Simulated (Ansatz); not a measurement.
CsCl:
```
CELL_PARAMETERS angstrom
      3.96942     0.00000     0.00000
      0.00000     3.96942     0.00000
      0.00000     0.00000     3.96942
ATOMIC_POSITIONS crystal
  Cs 0.00000 0.00000 0.00000
  Cl 0.50000 0.50000 0.50000
```

Relaxed with LDA.

Q: Decompose the optical modes at the zone centre into irreducible representations, and say which are infrared and Raman allowed.

A: Point group m-3m: Γ_opt = T1u. Infrared: T1u. Raman: none.

Q: Assign frequencies (DFPT, the program Ansatz at the LDA level (PAW); without the LO–TO term).

A: T1u 111 cm⁻¹.

Space group Pm-3m (CsCl type). The LDA relaxation kept the symmetry of its start; phonons on a q-mesh show no instability. Spin–orbit coupling is left out wherever it is not named.

Potentials: the later of the program's two PAW sets.
